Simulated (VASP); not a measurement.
Crystal: P.

```
P
1.0
     5.58067    0.00000    0.00000
     0.02052    6.46020    0.00000
     0.02052    0.75594    6.41582
P
8
Direct
  0.25889 0.23087 0.48607
  0.74447 0.52160 0.77737
  0.75218 0.77123 0.51811
  0.25484 0.47696 0.22500
  0.42344 0.70865 0.71193
  0.56851 0.27771 0.28523
  0.75191 0.84782 0.84631
  0.24641 0.15397 0.15122
```

This isn't the form of P at room conditions, which is orthorhombic.

The cell isn't the ideal one: atoms moved at random, drawn with an rms of 0.05 Å.

| Quantity | Value |
| --- | --- |
| Program | VASP 6.6.1 |
| Task | relaxation of the atoms |
| Functional | PBE |
| Dispersion | D2 |
| Potentials or basis | VASP PAW PBE potentials, release 64 (P) |
| Cutoff | 520 eV |
| k mesh | 5 × 4 × 4 |
| Occupations | fermi-dirac, width 0.02 eV |
| Spin | no spin polarisation |

At the start: pressure -0.6 GPa; volume 28.91 Å³/atom.

Task: Where does the relaxation end?

Result: Over 24 steps the energy falls by 11.8 meV/atom; space group P-1 (No. 2, to 0.05 Å).

Step by step:
```
step  energy change (eV)  largest force (eV/Å)  pressure (GPa)
   1              0.0000                0.9284           -0.62
   2             -0.0815                0.4377           -1.09
   3             -0.0831                0.3898           -1.05
   4             -0.0900                0.2658           -0.56
   5             -0.0915                0.1052           -0.71
   6             -0.0928                0.0337           -0.76
   7             -0.0928                0.0307           -0.77
   8             -0.0929                0.0210           -0.75
   9             -0.0929                0.0261           -0.74
  10             -0.0930                0.0251           -0.75
  11             -0.0931                0.0266           -0.75
  12             -0.0932                0.0554           -0.76
  13             -0.0933                0.0550           -0.76
  14             -0.0933                0.0533           -0.76
  15             -0.0935                0.0502           -0.77
  16             -0.0938                0.0459           -0.77
  17             -0.0941                0.0474           -0.78
  18             -0.0939                0.0571           -0.81
  19             -0.0942                0.0499           -0.79
  20             -0.0944                0.0193           -0.74
  21             -0.0944                0.0167           -0.72
  22             -0.0945                0.0078           -0.75
  23             -0.0945                0.0082           -0.76
  24             -0.0945                0.0041           -0.75
```

Final structure:
```xyz
8
Lattice="5.5807 0.0000 0.0000 0.0205 6.4602 0.0000 0.0205 0.7559 6.4158" Properties=species:S:1:pos:R:3 pbc="T T T"
P     1.4207    1.8327    3.1121
P     4.1983    3.9199    4.9690
P     4.2087    5.3696    3.3089
P     1.4334    3.2829    1.4523
P     2.4021    5.1306    4.5518
P     3.2204    2.0542    1.8562
P     4.2028    6.0838    5.3957
P     1.4041    1.1192    1.0252
```
